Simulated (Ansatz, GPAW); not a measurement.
# Geometry or basis: what sets the conductance of biphenyl-4,4'-dithiol between two Al chains, part 2 of 3

Wanted: T(E) of biphenyl-4,4'-dithiol between two Al chains at a relaxed geometry in two programs, beside the unrelaxed structure.

GPAW 26.7.0 and Ansatz 0.2.0; Ansatz plane waves; relaxation of the junction with the lead ends held (the session's first sound run).

So far, transmission at the Fermi level (one spin): step 3 (plane-wave reference (PBE)) 0.00110. Also open channels of the lead at the Fermi level (one spin): step 3 2.

## (4) Double-zeta polarised basis

Localised orbitals split the wire into layers that couple to their neighbours alone, which is what the Green's function method needs; double zeta with polarisation is the usual level for numbers.

This step: GPAW LCAO, PAW setups; Landauer transmission from Green's functions with principal layers (ASE), zero bias (GPAW 26.7.0).

run.py reads:

```python
import json
import numpy as np
from ase import Atoms
from ase.transport.calculators import TransportCalculator
from gpaw import GPAW, FermiDirac
from gpaw.lcao.tools import get_lcao_hamiltonian
from scipy.linalg import eigh

# The junction with lead layers at both ends, along the third cell vector
device = Atoms(
    ['Al', 'Al', 'Al', 'Al', 'Al', 'Al', 'Al', 'S', 'H', 'C', 'H', 'C', 'C', 'C', 'C', 'H', 'C', 'H', 'H', 'C', 'C', 'H', 'C', 'C', 'H', 'C', 'C', 'H', 'S', 'Al', 'Al', 'Al', 'Al', 'Al', 'Al', 'Al'],
    positions=[
        [6.19777, 5.28618, 1.20000],
        [6.19777, 5.28618, 3.60000],
        [6.19777, 5.28618, 6.00000],
        [6.19777, 5.28618, 8.40000],
        [6.19777, 5.28618, 10.80000],
        [4.88605, 5.71884, 12.97780],
        [5.69248, 5.18058, 15.43898],
        [4.15700, 5.67502, 16.99566],
        [6.63824, 6.41441, 18.45961],
        [4.80499, 5.27560, 18.61364],
        [3.06938, 4.08959, 19.11054],
        [6.01803, 5.78623, 19.10000],
        [4.00964, 4.50355, 19.47484],
        [6.41454, 5.53426, 20.41270],
        [4.41148, 4.26284, 20.78599],
        [7.34627, 5.97441, 20.77032],
        [5.61935, 4.77709, 21.29346],
        [3.77964, 3.64126, 21.42190],
        [8.15539, 4.47693, 22.27754],
        [6.03024, 4.53318, 22.69549],
        [7.38694, 4.40759, 23.04927],
        [4.02051, 4.52066, 23.50684],
        [5.08247, 4.40406, 23.72901],
        [7.77845, 4.15516, 24.36096],
        [8.83695, 4.04688, 24.59989],
        [5.46413, 4.14050, 25.04348],
        [6.82079, 4.01030, 25.37861],
        [4.69912, 4.02165, 25.81305],
        [7.39513, 3.55148, 27.00505],
        [6.33715, 4.77952, 28.55337],
        [7.04842, 4.17113, 31.02224],
        [6.19777, 5.28618, 33.18128],
        [6.19777, 5.28618, 35.58128],
        [6.19777, 5.28618, 37.98128],
        [6.19777, 5.28618, 40.38128],
        [6.19777, 5.28618, 42.78128]],
    cell=[[12.39554, 0.0, 0.0], [0.0, 10.57236, 0.0], [0.0, 0.0, 43.98128]],
    pbc=True)

# One principal layer of the lead: the first 4 atoms of the device
lead = Atoms(
    ['Al', 'Al', 'Al', 'Al'],
    positions=[
        [6.19777, 5.28618, 1.20000],
        [6.19777, 5.28618, 3.60000],
        [6.19777, 5.28618, 6.00000],
        [6.19777, 5.28618, 8.40000]],
    cell=[[12.39554, 0.0, 0.0], [0.0, 10.57236, 0.0], [0.0, 0.0, 9.6]],
    pbc=True)

settings = dict(mode='lcao', basis='dzp', xc='PBE', h=0.2,
                occupations=FermiDirac(0.1), maxiter=250,
                mixer=dict(beta=0.1, nmaxold=8, weight=100.0),
                convergence=dict(density=0.0001))
energies = np.arange(-2, 2 + 1e-9, 0.025)
eta = 0.0001
n1, n2 = 1, 1
# k and -k transmit alike, so half of the mesh across the current serves
mesh = [(i, j) for i in range(n1) for j in range(n2) if (i, j) <= (-i % n1, -j % n2)]
weights = np.array([1 if (i, j) == (-i % n1, -j % n2) else 2 for i, j in mesh]) / (n1 * n2)

# [... helper functions left out ...]
fermi_lead = ground_state(lead, (1, 1, 12), 'lead.txt')
fermi_device = ground_state(device, (1, 1, 2), 'device.txt')
# [... loop over the mesh left out, but for ...]
        # Shift the lead onto the potential of the device's first layer
        shift = ((H[:, 0, 0] - H0[:, 0, 0]) / S0[0, 0]).real.mean()
# [...]
kT = 8.617333e-5 * 300
bias = [0.1, 0.2, 0.5, 1.0, 1.5, 2.0]
# [... integrals and printing left out ...]
```

Started as:

```bash
$ OMP_NUM_THREADS=1 OPENBLAS_NUM_THREADS=1 python run.py
```

The job ended after 4.9 min (1 thread of Arm Neoverse N1, shared host; peak memory 1.9 GiB).

This step gave:

| Quantity | Value |
| --- | --- |
| conductance | 0.001246 G₀ |
| thermopower | -8.583 μV/K |
| largest coupling past the next principal layer | 1.29e-15 eV |
| largest misfit of the first principal layer | 0.06502 eV |
| shift that aligns the lead | 0.01867 eV |
| basis functions of the junction | 404 |
| basis functions of a principal layer | 52 |
| transmission at the Fermi level (one spin) | 0.001272 |

One spin. Table of transmission, zone mean by energy, zero at the Fermi level:

```csv
energy (eV),"transmission, zone mean"
-2.000,0.0358
-1.925,0.870
-1.900,0.588
-1.800,0.430
-1.700,0.573
-1.650,0.615
-1.600,0.597
-1.500,0.388
-1.400,0.158
-1.300,0.0280
-1.200,8.5e-8
-1.100,4.2e-10
-1.000,2.6e-11
-0.900,6.2e-12
-0.800,4.2e-12
-0.700,1.7e-11
-0.600,2.3e-10
-0.500,0
-0.400,1.3e-11
-0.300,2.6e-4
-0.200,5.8e-4
-0.100,0.00101
0.000,0.00127
0.100,0.00131
0.200,0.00130
0.300,0.00137
0.400,0.00153
0.500,0.00177
0.600,0.00202
0.700,0.00224
0.800,0.00241
0.900,0.00257
1.000,0.00300
1.100,0.00351
1.200,0.00421
1.300,0.00528
1.400,0.00700
1.500,0.00991
1.600,0.0152
1.700,0.0257
1.800,0.0499
1.900,0.120
2.000,0.385
```

Crossings of the lead's bands, unfolded to its shortest repeat. The open channels, zone mean by energy, zero at the Fermi level:

energy (eV), open channels, zone mean and a bar:
```
   -2.000       1.00 ##########
   -1.900       1.00 ##########
   -1.800       1.00 ##########
   -1.700       1.00 ##########
   -1.600       1.00 ##########
   -1.500       1.00 ##########
   -1.400       1.00 ##########
   -1.300       1.00 ##########
   -1.200       0.00 
   -1.100       0.00 
   -1.000       0.00 
   -0.900       0.00 
   -0.800       0.00 
   -0.700       0.00 
   -0.600       0.00 
   -0.500       0.00 
   -0.400       0.00 
   -0.300       2.00 ####################
   -0.200       2.00 ####################
   -0.100       2.00 ####################
    0.000       2.00 ####################
    0.100       2.00 ####################
    0.200       2.00 ####################
    0.300       2.00 ####################
    0.400       2.00 ####################
    0.500       2.00 ####################
    0.600       2.00 ####################
    0.700       2.00 ####################
    0.800       2.00 ####################
    0.900       2.00 ####################
    1.000       3.00 ##############################
    1.100       3.00 ##############################
    1.200       3.00 ##############################
    1.300       3.00 ##############################
    1.400       3.00 ##############################
    1.500       3.00 ##############################
    1.600       3.00 ##############################
    1.700       3.00 ##############################
    1.800       3.00 ##############################
    1.900       3.00 ##############################
    2.000       3.00 ##############################
```

Not self-consistent under bias; the bias window is split evenly. Current through one cell, from the zero-bias transmission against bias:

```csv
bias (V),"current through one cell, from the zero-bias transmission (nA)"
0.100,9.59
0.200,18.8
0.500,42.1
1.000,73.8
1.500,114
2.000,164
```

Transmission of the three most open eigenchannels against energy, zero at the Fermi level:

| energy (eV) | channel 1 | channel 2 | channel 3 |
| --- | --- | --- | --- |
| -2.000 | 0.0358 | 0 | 0 |
| -1.900 | 0.588 | 0 | 0 |
| -1.800 | 0.430 | 0 | 0 |
| -1.700 | 0.573 | 0 | 0 |
| -1.600 | 0.597 | 0 | 0 |
| -1.500 | 0.388 | 0 | 0 |
| -1.400 | 0.158 | 0 | 0 |
| -1.300 | 0.0280 | 0 | 0 |
| -1.200 | 8.5e-8 | 0 | 0 |
| -1.100 | 4.2e-10 | 0 | 0 |
| -1.000 | 2.6e-11 | 0 | 0 |
| -0.900 | 6.2e-12 | 0 | 0 |
| -0.800 | 4.2e-12 | 0 | 0 |
| -0.700 | 1.7e-11 | 0 | 0 |
| -0.600 | 2.3e-10 | 0 | 0 |
| -0.500 | 0 | 0 | 0 |
| -0.400 | 1.3e-11 | 0 | 0 |
| -0.300 | 2.6e-4 | 8.3e-8 | 0 |
| -0.200 | 5.8e-4 | 2.1e-7 | 0 |
| -0.100 | 0.00101 | 3.2e-7 | 0 |
| 0.000 | 0.00127 | 3.2e-7 | 0 |
| 0.100 | 0.00131 | 1.8e-7 | 0 |
| 0.200 | 0.00130 | 3.1e-8 | 0 |
| 0.300 | 0.00137 | 2.1e-8 | 0 |
| 0.400 | 0.00153 | 2.7e-7 | 0 |
| 0.500 | 0.00177 | 8.7e-7 | 0 |
| 0.600 | 0.00202 | 1.9e-6 | 0 |
| 0.700 | 0.00224 | 3.1e-6 | 0 |
| 0.800 | 0.00241 | 4.6e-6 | 0 |
| 0.900 | 0.00256 | 6.3e-6 | 0 |
| 1.000 | 0.00299 | 1.1e-5 | 3.1e-8 |
| 1.100 | 0.00350 | 1.5e-5 | 1.4e-7 |
| 1.200 | 0.00419 | 1.8e-5 | 4.0e-7 |
| 1.300 | 0.00526 | 2.1e-5 | 8.8e-7 |
| 1.400 | 0.00698 | 2.4e-5 | 1.7e-6 |
| 1.500 | 0.00988 | 2.7e-5 | 2.8e-6 |
| 1.600 | 0.0151 | 2.8e-5 | 4.3e-6 |
| 1.700 | 0.0256 | 2.9e-5 | 6.2e-6 |
| 1.800 | 0.0499 | 3.1e-5 | 8.5e-6 |
| 1.900 | 0.119 | 3.2e-5 | 1.2e-5 |
| 2.000 | 0.385 | 3.6e-5 | 1.6e-5 |

At the Fermi level T is 0.00127 against 0.00110 in plane waves. Couplings past the next layer reach 1.3e-15 eV, small enough to drop; the matrix elements of the cell's first layer differ from the bulk lead's by up to 0.065 eV. That layer keeps its own values in the calculation, and only beyond it is the lead taken as perfect. The Fermi levels of lead and junction count from different zeros of potential, one for each periodic cell; with both set to zero, the small remaining shift is what aligns them. By hand: G = 0.001246 × 77.48 μS = 0.0966 μS, a resistance of 10355 kΩ; at 0.1 V a linear junction would pass 0.00966 μA, and the integral over the bias window gives 0.00959 μA. Mott's formula, S = -(π²/3)(k_B²T/e) d ln T/dE, has the prefactor 7.33 μV/K·eV at 300 K; T = 0.001233 at -0.025 eV and 0.001297 at 0.025 eV give a slope of 1.01 per eV and S = -7.44 μV/K, beside -8.58 μV/K from the thermal integral, which interpolates the same grid.

## (5) Single-zeta polarised basis

The second zeta is dropped, the polarisation orbitals stay.

Edit run.py of step 4 so:

```diff
@@ -62,3 +62,3 @@
 
-settings = dict(mode='lcao', basis='dzp', xc='PBE', h=0.2,
+settings = dict(mode='lcao', basis='szp(dzp)', xc='PBE', h=0.2,
                 occupations=FermiDirac(0.1), maxiter=250,
```

Elapsed: 3.6 min, on 1 thread; peak memory 1.9 GiB.

This step gave:

- conductance: 0.001958 G₀
- thermopower: -19.69 μV/K
- largest coupling past the next principal layer: 1.42e-15 eV
- largest misfit of the first principal layer: 0.07222 eV
- shift that aligns the lead: 0.02606 eV
- basis functions of the junction: 284
- basis functions of a principal layer: 36
- transmission at the Fermi level (one spin): 0.001996

The conductance, 0.00196 G₀, lies 57 % above that of the dzp run.

## (6) Minimal basis

One function for each valence shell of the setup, as for a first survey of a large system.

Edit run.py of step 5 so:

```diff
@@ -62,3 +62,3 @@
 
-settings = dict(mode='lcao', basis='szp(dzp)', xc='PBE', h=0.2,
+settings = dict(mode='lcao', basis='sz(dzp)', xc='PBE', h=0.2,
                 occupations=FermiDirac(0.1), maxiter=250,
```

The job ended after 2.4 min (1 thread; peak memory 1.8 GiB).

This step gave:

* conductance: 0.003085 G₀
* thermopower: -21.00 μV/K
* largest coupling past the next principal layer: 8.64e-16 eV
* largest misfit of the first principal layer: 0.09242 eV
* shift that aligns the lead: 0.03467 eV
* basis functions of the junction: 120
* basis functions of a principal layer: 16
* transmission at the Fermi level (one spin): 0.003136

One spin. Table of transmission, zone mean by energy, zero at the Fermi level:

```
energy (eV)  transmission, zone mean
     -2.000                    0.562
     -1.900                    0.962
     -1.800                    0.963
     -1.700                    0.166
     -1.600                   2.8e-9
     -1.500                  5.9e-11
     -1.400                  6.2e-12
     -1.300                  1.4e-12
     -1.200                        0
     -1.100                        0
     -1.000                        0
     -0.900                        0
     -0.800                  1.4e-12
     -0.700                  4.2e-10
     -0.600                  2.1e-12
     -0.500                        0
     -0.400                  5.9e-11
     -0.300                   4.8e-4
     -0.200                   9.9e-4
     -0.100                  0.00204
      0.000                  0.00314
      0.100                  0.00381
      0.200                  0.00433
      0.300                  0.00518
      0.400                  0.00669
      0.500                  0.00901
      0.600                   0.0121
      0.700                   0.0163
      0.800                   0.0236
      0.900                   0.0363
      1.000                   0.0632
      1.100                    0.134
      1.200                    0.390
      1.300                    0.994
      1.400                    0.441
      1.500                    0.177
      1.600                   0.0967
      1.700                   0.0653
      1.800                   0.0577
      1.900                    0.941
      2.000                    0.686
```

The conductance, 0.00309 G₀, lies 148 % above that of the dzp run.

## (7) revPBE in the dzp basis: xc = "revPBE"

Back in the dzp basis, the functional changes from PBE to revPBE, to set the spread between functionals beside that between bases.

Edit run.py of step 6 so:

```diff
@@ -62,3 +62,3 @@
 
-settings = dict(mode='lcao', basis='sz(dzp)', xc='PBE', h=0.2,
+settings = dict(mode='lcao', basis='dzp', xc='revPBE', h=0.2,
                 occupations=FermiDirac(0.1), maxiter=250,
```

Run time: 5 min. Hardware: 1 thread; peak memory 1.9 GiB.

Numbers from this step:

```
conductance                                    : 0.001164 G₀
thermopower                                    : -8.367 μV/K
largest coupling past the next principal layer : 1.69e-15 eV
largest misfit of the first principal layer    : 0.06488 eV
shift that aligns the lead                     : 0.01668 eV
basis functions of the junction                : 404
basis functions of a principal layer           : 52
transmission at the Fermi level (one spin)     : 0.001187
```

One spin. The transmission, zone mean by energy, zero at the Fermi level:

| energy (eV) | transmission, zone mean |
| --- | --- |
| -2.000 | 0.0343 |
| -1.925 | 0.897 |
| -1.900 | 0.614 |
| -1.800 | 0.429 |
| -1.700 | 0.559 |
| -1.650 | 0.597 |
| -1.600 | 0.577 |
| -1.500 | 0.370 |
| -1.400 | 0.147 |
| -1.300 | 0.0214 |
| -1.200 | 4.8e-8 |
| -1.100 | 4.1e-10 |
| -1.000 | 2.3e-11 |
| -0.900 | 5.4e-12 |
| -0.800 | 3.5e-12 |
| -0.700 | 1.3e-11 |
| -0.600 | 3.0e-10 |
| -0.500 | 0 |
| -0.400 | 1.5e-11 |
| -0.300 | 2.5e-4 |
| -0.200 | 5.6e-4 |
| -0.100 | 9.5e-4 |
| 0.000 | 0.00119 |
| 0.100 | 0.00123 |
| 0.200 | 0.00122 |
| 0.300 | 0.00129 |
| 0.400 | 0.00145 |
| 0.500 | 0.00168 |
| 0.600 | 0.00194 |
| 0.700 | 0.00215 |
| 0.800 | 0.00232 |
| 0.900 | 0.00246 |
| 1.000 | 0.00266 |
| 1.100 | 0.00321 |
| 1.200 | 0.00383 |
| 1.300 | 0.00476 |
| 1.400 | 0.00623 |
| 1.500 | 0.00869 |
| 1.600 | 0.0130 |
| 1.700 | 0.0215 |
| 1.800 | 0.0401 |
| 1.900 | 0.0901 |
| 2.000 | 0.267 |

The conductance, 0.00116 G₀, lies 6.6 % below that of the dzp run.

## (8) Without the relaxation: geometry = "as built"

The dzp basis with PBE on the structure as first built shows what the relaxation was worth.

Edit run.py of step 7 so:

```diff
@@ -17,28 +17,28 @@
         [6.19777, 5.28618, 10.80000],
-        [4.88605, 5.71884, 12.97780],
-        [5.69248, 5.18058, 15.43898],
-        [4.15700, 5.67502, 16.99566],
-        [6.63824, 6.41441, 18.45961],
-        [4.80499, 5.27560, 18.61364],
-        [3.06938, 4.08959, 19.11054],
-        [6.01803, 5.78623, 19.10000],
-        [4.00964, 4.50355, 19.47484],
-        [6.41454, 5.53426, 20.41270],
-        [4.41148, 4.26284, 20.78599],
-        [7.34627, 5.97441, 20.77032],
-        [5.61935, 4.77709, 21.29346],
-        [3.77964, 3.64126, 21.42190],
-        [8.15539, 4.47693, 22.27754],
-        [6.03024, 4.53318, 22.69549],
-        [7.38694, 4.40759, 23.04927],
-        [4.02051, 4.52066, 23.50684],
-        [5.08247, 4.40406, 23.72901],
-        [7.77845, 4.15516, 24.36096],
-        [8.83695, 4.04688, 24.59989],
-        [5.46413, 4.14050, 25.04348],
-        [6.82079, 4.01030, 25.37861],
-        [4.69912, 4.02165, 25.81305],
-        [7.39513, 3.55148, 27.00505],
-        [6.33715, 4.77952, 28.55337],
-        [7.04842, 4.17113, 31.02224],
+        [6.19777, 5.28618, 13.20000],
+        [6.19777, 5.28618, 15.60000],
+        [4.41148, 5.12763, 16.87437],
+        [6.60175, 6.22054, 18.47203],
+        [4.88624, 4.90623, 18.57373],
+        [3.25000, 3.56735, 19.02061],
+        [6.00282, 5.56105, 19.09494],
+        [4.12656, 4.08332, 19.40565],
+        [6.36187, 5.38404, 20.43616],
+        [4.48696, 3.90862, 20.74652],
+        [7.23090, 5.91501, 20.82055],
+        [5.61119, 4.55470, 21.28507],
+        [3.88399, 3.25000, 21.36892],
+        [8.02411, 3.75642, 22.27939],
+        [5.98927, 4.37144, 22.69571],
+        [7.28369, 3.95957, 23.05085],
+        [4.05463, 4.92773, 23.49430],
+        [5.06609, 4.60070, 23.72873],
+        [7.64374, 3.78455, 24.39179],
+        [8.65305, 3.45805, 24.63162],
+        [5.42433, 4.42778, 25.07070],
+        [6.71701, 4.02385, 25.40686],
+        [4.68037, 4.61040, 25.84194],
+        [7.18545, 3.78986, 27.10632],
+        [6.19777, 5.28618, 28.38128],
+        [6.19777, 5.28618, 30.78128],
         [6.19777, 5.28618, 33.18128],
@@ -62,3 +62,3 @@
 
-settings = dict(mode='lcao', basis='dzp', xc='revPBE', h=0.2,
+settings = dict(mode='lcao', basis='dzp', xc='PBE', h=0.2,
                 occupations=FermiDirac(0.1), maxiter=250,
```

Wall time 5 min (1 thread); peak memory 1.9 GiB.

Numbers from this step:

| Quantity | Value |
| --- | --- |
| conductance | 0.003126 G₀ |
| thermopower | -2.143 μV/K |
| largest coupling past the next principal layer | 1.29e-15 eV |
| largest misfit of the first principal layer | 0.01266 eV |
| shift that aligns the lead | 0.001619 eV |
| transmission at the Fermi level (one spin) | 0.003167 |

One spin. Table of transmission, zone mean by energy, zero at the Fermi level:

```
energy (eV)  transmission, zone mean
     -2.000                   0.0152
     -1.925                    0.936
     -1.800                   0.0267
     -1.600                   0.0204
     -1.425                    0.627
     -1.400                   0.0846
     -1.200                  9.7e-12
     -1.000                        0
     -0.800                        0
     -0.600                        0
     -0.400                  9.6e-10
     -0.200                  0.00207
      0.000                  0.00317
      0.200                  0.00290
      0.400                  0.00267
      0.600                  0.00271
      0.800                  0.00306
      1.000                  0.00389
      1.200                  0.00526
      1.400                  0.00780
      1.600                   0.0132
      1.800                   0.0269
      2.000                   0.0763
```

The conductance, 0.00313 G₀, lies 151 % above that of the dzp run.

## (9) All levels side by side

Times are wall times on the hardware named with each run. The runs compared:

```csv
no.,run,conductance (G₀),time,memory (GiB)
1,pw PBE,0.001083,5 h,6.7
2,dzp,0.001246,4.9 min,1.9
3,szp,0.001958,3.6 min,1.9
4,sz,0.003085,2.4 min,1.8
5,dzp revPBE,0.001164,5 min,1.9
6,asbuilt,0.003126,5 min,1.9
```

(Part 2 of 3 ends here.)

[Logs are printed without paths, hosts, clocks, repeated set-up lines and the standing remarks that a program may print on its own settings, such as how far it seeks lower states.]

[Hosts, paths, dates, database ids (printed as entryN), source tags and the programs' standing remarks are cut or masked in the printed files.]
